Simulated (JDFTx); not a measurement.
# BAs (F-43m) in JDFTx: a series of runs

Runs on BAs. Level: PBEsol. Tasks: equation of state.

Everything below comes from runs of JDFTx 1.7.0 (patched build). Logs are shortened: lines on timing, memory, paths and dates and some standing lists are left out, and cuts for length are marked. The log counts tension as positive stress, the text compression.

**Measured values to compare with.**

From “Basic Physical Properties of Cubic Boron Arsenide”, 2019, arxiv:1911.11281, for a bulk crystal of BAs: bulk modulus 148 GPa.

The results are compared with them further down.

**1. Starting point**

Symmetry: F-43m, No. 216, cubic system. Conventional cell: a = 4.777 Å, b = 4.777 Å, c = 4.777 Å, α = 90.00°, β = 90.00°, γ = 90.00°. As (site symmetry -43m) is surrounded by 4 B at 2.07 Å. B (site symmetry -43m) is surrounded by 4 As at 2.07 Å.

**2. Equation of state, PBEsol, 12.81 Å³/atom (volume scaled by 0.94)**

File BAs.in:

```
lattice \
    0.0000000000     4.4214704876     4.4214704876 \
    4.4214704876     0.0000000000     4.4214704876 \
    4.4214704876     4.4214704876     0.0000000000
coords-type Lattice
ion As     0.7500000000     0.7500000000     0.7500000000 1
ion B      0.0000000000     0.0000000000     0.0000000000 1

ion-species pseudo/As.upf
ion-species pseudo/B.upf
elec-cutoff 42 336
elec-ex-corr gga-PBEsol
kpoint-folding 10 10 10
elec-smearing Fermi 0.0018374661
elec-n-bands 15
electronic-SCF nIterations 100 energyDiffThreshold 1e-09
electronic-minimize nIterations 30 energyDiffThreshold 1e-7
forces-output-coords Cartesian

dump-name run.$VAR
dump End Ecomponents EigStats BandEigs Kpoints Forces Stress
```

Potentials or basis: PseudoDojo-SR-PBEsol-0.4.1-standard.

Started as:

```console
$ jdftx -c 1 -i BAs.in -o BAs.out
```

The program printed:

```text
*************** JDFTx 1.7.0 (patched build) ***************

Input parsed successfully to the following command list (including defaults):
[... the input with its defaults ...]

---------- Setting up symmetries ----------

Found 48 point-group symmetries of the bravais lattice
Found 24 space-group symmetries with basis
Applied RMS atom displacement 0 bohrs to make symmetries exact.

---------- Initializing the Grid ----------
R =
[            0      4.42147      4.42147  ]
[      4.42147            0      4.42147  ]
[      4.42147      4.42147            0  ]
unit cell volume = 172.874
G =
[  -0.710531   0.710531   0.710531  ]
[   0.710531  -0.710531   0.710531  ]
[   0.710531   0.710531  -0.710531  ]
Minimum fftbox size, Smin = [  52  52  52  ]
Chosen fftbox size, S = [  54  54  54  ]

---------- Initializing tighter grid for wavefunction operations ----------
R =
[            0      4.42147      4.42147  ]
[      4.42147            0      4.42147  ]
[      4.42147      4.42147            0  ]
unit cell volume = 172.874
G =
[  -0.710531   0.710531   0.710531  ]
[   0.710531  -0.710531   0.710531  ]
[   0.710531   0.710531  -0.710531  ]
Minimum fftbox size, Smin = [  40  40  40  ]
Chosen fftbox size, S = [  40  40  40  ]

---------- Exchange Correlation functional ----------
Initalized PBEsol GGA exchange.
Initalized PBEsol GGA correlation.

---------- Setting up pseudopotentials ----------
Width of ionic core gaussian charges (only for fluid interactions / plotting) set to 0

Reading pseudopotential file 'pseudo/As.upf':
  'As' pseudopotential, 'PBESOL' functional
  Generated using ONCVPSP code by D. R. Hamann
  15 valence electrons, 3 orbitals, 6 projectors, 1001 radial grid points, with lMax = 2
    3D    l: 2   occupation: 10.0   eigenvalue: -1.493596
    4S    l: 0   occupation:  2.0   eigenvalue: -0.532985
    4P    l: 1   occupation:  3.0   eigenvalue: -0.190970
  Core radius for overlap checks: 1.74 bohrs.

Reading pseudopotential file 'pseudo/B.upf':
  'B' pseudopotential, 'PBESOL' functional
  Generated using ONCVPSP code by D. R. Hamann
  3 valence electrons, 2 orbitals, 4 projectors, 1001 radial grid points, with lMax = 1
    2S    l: 0   occupation:  2.0   eigenvalue: -0.344017
    2P    l: 1   occupation:  1.0   eigenvalue: -0.130657
  Core radius for overlap checks: 1.18 bohrs.

Initialized 2 species with 2 total atoms.

Folded 1 k-points by 10x10x10 to 1000 k-points.

---------- Setting up k-points, bands, fillings ----------
Adding inversion symmetry to k-mesh for non-inversion-symmetric unit cell.
Reduced to 47 k-points under symmetry.
Computing the number of bands and number of electrons
Calculating initial fillings.
nElectrons:  18.000000   nBands: 15   nStates: 47

----- Setting up reduced wavefunction bases (one per k-point) -----
average nbasis = 2246.837 , ideal nbasis = 2247.492

---------- Setting up ewald sum ----------
Optimum gaussian width for ewald sums = 2.008155 bohr.
Real space sum over 1331 unit cells with max indices [  5  5  5  ]
Reciprocal space sum over 2197 terms with max indices [  6  6  6  ]

---------- Allocating electronic variables ----------
Initializing wave functions:  linear combination of atomic orbitals
Note: number of bands (15) exceeds available atomic orbitals (13)
As pseudo-atom occupations:   s ( 2 )  p ( 3 )  d ( 10 )
B pseudo-atom occupations:   s ( 2 )  p ( 1 )
	FillingsUpdate:  mu: +0.494959760  nElectrons: 18.000000
LCAOMinimize: Iter:   0  F: -98.7486101336531874  |grad|_K:  2.950e-03  alpha:  1.000e+00
	FillingsUpdate:  mu: +0.486050062  nElectrons: 18.000000
LCAOMinimize: Iter:   1  F: -98.7690261158924443  |grad|_K:  1.220e-04  alpha:  4.615e-01  linmin:  2.902e-01  cgtest: -6.918e-01
	FillingsUpdate:  mu: +0.485724468  nElectrons: 18.000000
[... 6 lines of inner loops ...]
LCAOMinimize: Iter:   4  F: -98.7690788121559251  |grad|_K:  5.225e-08  alpha:  9.422e-01  linmin:  2.185e-03  cgtest: -3.232e-02
	FillingsUpdate:  mu: +0.486048423  nElectrons: 18.000000
LCAOMinimize: Iter:   5  F: -98.7690788121678338  |grad|_K:  2.108e-08  alpha:  8.329e-01  linmin:  1.885e-02  cgtest: -1.804e-01
LCAOMinimize: Converged (|Delta F|<1.000000e-06 for 2 iters).

-------- Electronic minimization -----------
Will mix electronic density at each iteration.
	FillingsUpdate:  mu: +0.486048423  nElectrons: 18.000000
	FillingsUpdate:  mu: +0.462749752  nElectrons: 18.000000
SCF: Cycle:  0   F: -98.817467637582951   dF: -4.839e-02   |Residual|: 4.929e-02   |deigs|: 2.867e-01
	FillingsUpdate:  mu: +0.465686462  nElectrons: 18.000000
SCF: Cycle:  1   F: -98.818720417634481   dF: -1.253e-03   |Residual|: 2.735e-02   |deigs|: 8.439e-03
	FillingsUpdate:  mu: +0.469487778  nElectrons: 18.000000
SCF: Cycle:  2   F: -98.818922589763915   dF: -2.022e-04   |Residual|: 2.807e-03   |deigs|: 6.253e-03
	FillingsUpdate:  mu: +0.469546437  nElectrons: 18.000000
SCF: Cycle:  3   F: -98.818927132732981   dF: -4.543e-06   |Residual|: 1.435e-03   |deigs|: 3.223e-04
	FillingsUpdate:  mu: +0.469757005  nElectrons: 18.000000
SCF: Cycle:  4   F: -98.818928145778344   dF: -1.013e-06   |Residual|: 3.148e-04   |deigs|: 2.815e-04
	FillingsUpdate:  mu: +0.469766178  nElectrons: 18.000000
SCF: Cycle:  5   F: -98.818928479438213   dF: -3.337e-07   |Residual|: 6.378e-05   |deigs|: 1.219e-04
	FillingsUpdate:  mu: +0.469769133  nElectrons: 18.000000
SCF: Cycle:  6   F: -98.818928595608114   dF: -1.162e-07   |Residual|: 3.096e-05   |deigs|: 1.317e-04
	FillingsUpdate:  mu: +0.469771782  nElectrons: 18.000000
SCF: Cycle:  7   F: -98.818928643404320   dF: -4.780e-08   |Residual|: 1.613e-05   |deigs|: 1.642e-04
	FillingsUpdate:  mu: +0.469772715  nElectrons: 18.000000
SCF: Cycle:  8   F: -98.818928659212730   dF: -1.581e-08   |Residual|: 3.780e-06   |deigs|: 1.146e-04
	FillingsUpdate:  mu: +0.469772378  nElectrons: 18.000000
SCF: Cycle:  9   F: -98.818928666261357   dF: -7.049e-09   |Residual|: 1.398e-06   |deigs|: 7.981e-05
	FillingsUpdate:  mu: +0.469772271  nElectrons: 18.000000
SCF: Cycle: 10   F: -98.818928668496099   dF: -2.235e-09   |Residual|: 9.838e-07   |deigs|: 1.746e-04
	FillingsUpdate:  mu: +0.469772211  nElectrons: 18.000000
SCF: Cycle: 11   F: -98.818928669669674   dF: -1.174e-09   |Residual|: 4.397e-07   |deigs|: 1.044e-04
	FillingsUpdate:  mu: +0.469772189  nElectrons: 18.000000
SCF: Cycle: 12   F: -98.818928669925398   dF: -2.557e-10   |Residual|: 3.733e-07   |deigs|: 6.917e-05
	FillingsUpdate:  mu: +0.469772200  nElectrons: 18.000000
SCF: Cycle: 13   F: -98.818928670073547   dF: -1.481e-10   |Residual|: 2.827e-07   |deigs|: 1.238e-04
SCF: Converged (|Delta E|<1.000000e-09 for 2 iters).

Setting wave functions to eigenvectors of Hamiltonian

# Stress tensor in Cartesian coordinates [Eh/a0^3]:
[ -0.000303425            0            0  ]
[            0 -0.000303425            0  ]
[            0            0 -0.000303425  ]

# Ionic positions in lattice coordinates:
ion As   0.750000000000000   0.750000000000000   0.750000000000000 1
ion B   0.000000000000000   0.000000000000000   0.000000000000000 1

# Forces in Cartesian coordinates:
force As  -0.000000000000000  -0.000000000000000  -0.000000000000000 1
force B   0.000000000000000   0.000000000000000  -0.000000000000000 1

# Energy components:
   Eewald =      -64.7427120601843455
       EH =       29.7205617334601335
     Eloc =      -75.1839553871448203
      Enl =      -52.2051237272138806
      Exc =      -24.7941049903947572
 Exc_core =       10.0522038749408598
       KE =       78.3342018982056487
-------------------------------------
     Etot =      -98.8189286583311883
       TS =        0.0000000117423620
-------------------------------------
        F =      -98.8189286700735465

IonicMinimize: Iter:   0  F: -98.818928670073547  |grad|_K:  8.890e-36
IonicMinimize: Converged (|grad|_K<1.000000e-04).

#--- Lowdin population analysis ---
# oxidation-state As +0.715
# oxidation-state B -0.678

Dumping 'run.eigStats' ...
	eMin: -0.871748 at state 30 ( [ +0.000000 +0.500000 +0.500000 ] spin 0 )
	HOMO: +0.451417 at state 0 ( [ +0.000000 +0.000000 +0.000000 ] spin 0 )
	mu  : +0.469772
	LUMO: +0.489404 at state 27 ( [ +0.000000 +0.400000 +0.400000 ] spin 0 )
	eMax: +1.119510 at state 30 ( [ +0.000000 +0.500000 +0.500000 ] spin 0 )
	HOMO-LUMO gap: +0.037987
	Optical gap  : +0.122595 at state 0 ( [ +0.000000 +0.000000 +0.000000 ] spin 0 )
Done!
[note: mu as printed may lie anywhere between the filled and the empty levels]
```

It took 90 s on 1 thread of Arm Neoverse V1, shared host; peak memory 0.11 GiB.

What came out:

```yaml
Free_energy: -2689.0000 eV
Pressure: 8.9 GPa
Band_gap_on_the_k_mesh: 1.03 eV, indirect (least direct gap 3.34 eV)
Loewdin_charges: As +0.71; B -0.68 e
```

**3. Equation of state, PBEsol, 13.08 Å³/atom (volume scaled by 0.96)**

Edit BAs.in of step 2 so:

```diff
@@ -1,5 +1,5 @@
 lattice \
-    0.0000000000     4.4214704876     4.4214704876 \
-    4.4214704876     0.0000000000     4.4214704876 \
-    4.4214704876     4.4214704876     0.0000000000
+    0.0000000000     4.4526086295     4.4526086295 \
+    4.4526086295     0.0000000000     4.4526086295 \
+    4.4526086295     4.4526086295     0.0000000000
 coords-type Lattice
@@ -20,2 +20,2 @@
 dump-name run.$VAR
-dump End Ecomponents EigStats BandEigs Kpoints Forces Stress
+dump End Ecomponents EigStats BandEigs Kpoints Forces Stress ElecDensity Dtot KEdensity
```

Potentials or basis: PseudoDojo-SR-PBEsol-0.4.1-standard.

Started as:

```console
$ jdftx -c 1 -i BAs.in -o BAs.out
```

Run time: 94 s. Hardware: 1 thread of Arm Neoverse V1, shared host; peak memory 0.12 GiB.

It converged, with:

```yaml
Free_energy: -2689.0243 eV
Pressure: 5.4 GPa
Band_gap_on_the_k_mesh: 1.05 eV, indirect (least direct gap 3.31 eV)
Loewdin_charges: As +0.70; B -0.66 e
```

**4. Equation of state, PBEsol, 13.35 Å³/atom (volume scaled by 0.98)**

Edit BAs.in of step 3 so:

```diff
@@ -1,5 +1,5 @@
 lattice \
-    0.0000000000     4.4526086295     4.4526086295 \
-    4.4526086295     0.0000000000     4.4526086295 \
-    4.4526086295     4.4526086295     0.0000000000
+    0.0000000000     4.4833172456     4.4833172456 \
+    4.4833172456     0.0000000000     4.4833172456 \
+    4.4833172456     4.4833172456     0.0000000000
 coords-type Lattice
```

Started as:

```console
$ jdftx -c 1 -i BAs.in -o BAs.out
```

Run time: 90 s. Hardware: 1 thread of Arm Neoverse V1, shared host; peak memory 0.12 GiB.

The run converged. Its results:

```yaml
Free_energy: -2689.0371 eV
Pressure: 2.2 GPa
Band_gap_on_the_k_mesh: 1.08 eV, indirect (least direct gap 3.28 eV)
Loewdin_charges: As +0.68; B -0.65 e
```

**5. Equation of state, PBEsol, 13.63 Å³/atom**

Edit BAs.in of step 4 so:

```diff
@@ -1,5 +1,5 @@
 lattice \
-    0.0000000000     4.4833172456     4.4833172456 \
-    4.4833172456     0.0000000000     4.4833172456 \
-    4.4833172456     4.4833172456     0.0000000000
+    0.0000000000     4.5136108487     4.5136108487 \
+    4.5136108487     0.0000000000     4.5136108487 \
+    4.5136108487     4.5136108487     0.0000000000
 coords-type Lattice
```

Started as:

```console
$ jdftx -c 1 -i BAs.in -o BAs.out
```

Wall time 91 s (1 thread of Arm Neoverse V1, shared host); peak memory 0.12 GiB.

It converged, with:

| Quantity | Value |
| --- | --- |
| Free energy | -2689.0395 eV |
| Pressure | -0.7 GPa |
| Band gap on the k mesh | 1.10 eV, indirect (least direct gap 3.26 eV) |
| Loewdin charges | As +0.67; B -0.63 e |

**6. Equation of state, PBEsol, 13.90 Å³/atom (volume scaled by 1.02)**

Edit BAs.in of step 5 so:

```diff
@@ -1,5 +1,5 @@
 lattice \
-    0.0000000000     4.5136108487     4.5136108487 \
-    4.5136108487     0.0000000000     4.5136108487 \
-    4.5136108487     4.5136108487     0.0000000000
+    0.0000000000     4.5435031824     4.5435031824 \
+    4.5435031824     0.0000000000     4.5435031824 \
+    4.5435031824     4.5435031824     0.0000000000
 coords-type Lattice
```

Potentials or basis: PseudoDojo-SR-PBEsol-0.4.1-standard.

Started as:

```console
$ jdftx -c 1 -i BAs.in -o BAs.out
```

It took 92 s on 1 thread of Arm Neoverse V1, shared host; peak memory 0.12 GiB.

Results (log left out):

```yaml
Free_energy: -2689.0326 eV
Pressure: -3.3 GPa
Band_gap_on_the_k_mesh: 1.11 eV, indirect (least direct gap 3.23 eV)
Loewdin_charges: As +0.65; B -0.62 e
```

**7. Equation of state, PBEsol, 14.17 Å³/atom (volume scaled by 1.04)**

Edit BAs.in of step 6 so:

```diff
@@ -1,5 +1,5 @@
 lattice \
-    0.0000000000     4.5435031824     4.5435031824 \
-    4.5435031824     0.0000000000     4.5435031824 \
-    4.5435031824     4.5435031824     0.0000000000
+    0.0000000000     4.5730072765     4.5730072765 \
+    4.5730072765     0.0000000000     4.5730072765 \
+    4.5730072765     4.5730072765     0.0000000000
 coords-type Lattice
```

Started as:

```console
$ jdftx -c 1 -i BAs.in -o BAs.out
```

Run time: 98 s. Hardware: 1 thread of Arm Neoverse V1, shared host; peak memory 0.12 GiB.

It converged, with:

```yaml
Free_energy: -2689.0172 eV
Pressure: -5.7 GPa
Band_gap_on_the_k_mesh: 1.13 eV, indirect (least direct gap 3.21 eV)
Loewdin_charges: As +0.64; B -0.60 e
```

**8. Equation of state, PBEsol, 14.44 Å³/atom (volume scaled by 1.06)**

Edit BAs.in of step 7 so:

```diff
@@ -1,5 +1,5 @@
 lattice \
-    0.0000000000     4.5730072765     4.5730072765 \
-    4.5730072765     0.0000000000     4.5730072765 \
-    4.5730072765     4.5730072765     0.0000000000
+    0.0000000000     4.6021354968     4.6021354968 \
+    4.6021354968     0.0000000000     4.6021354968 \
+    4.6021354968     4.6021354968     0.0000000000
 coords-type Lattice
```

Started as:

```console
$ jdftx -c 1 -i BAs.in -o BAs.out
```

It took 99 s on 1 thread of Arm Neoverse V1, shared host; peak memory 0.13 GiB.

The run converged. Its results:

```yaml
Free_energy: -2688.9942 eV
Pressure: -7.8 GPa
Band_gap_on_the_k_mesh: 1.15 eV, indirect (least direct gap 3.18 eV)
Loewdin_charges: As +0.63; B -0.59 e
```

**9. Equation of state, PBEsol**

Potentials or basis: PseudoDojo-SR-PBEsol-0.4.1-standard.

This step only gathers the single runs of the series.

Results:

| Quantity | Value |
| --- | --- |
| Equilibrium volume | 13.56 Å³/atom |
| Bulk modulus | 140 GPa |
| Pressure derivative of the bulk modulus | 4.1 |

Energy against volume, from the lowest point:
| volume (Å³/atom) | energy (meV/atom) |
| --- | --- |
| 12.809 | 19.74 |
| 13.081 | 7.62 |
| 13.354 | 1.22 |
| 13.626 | 0.00 |
| 13.899 | 3.46 |
| 14.171 | 11.14 |
| 14.444 | 22.64 |

**10. Comparison with measurements**

Step 9. Measured bulk modulus of BAs: 148 GPa (quoted in “Basic Physical Properties of Cubic Boron Arsenide”, 2019, arxiv:1911.11281). This calculation gives 140 GPa (-5.3 %). The fit is for a static lattice scaled at fixed shape and fixed fractional positions.
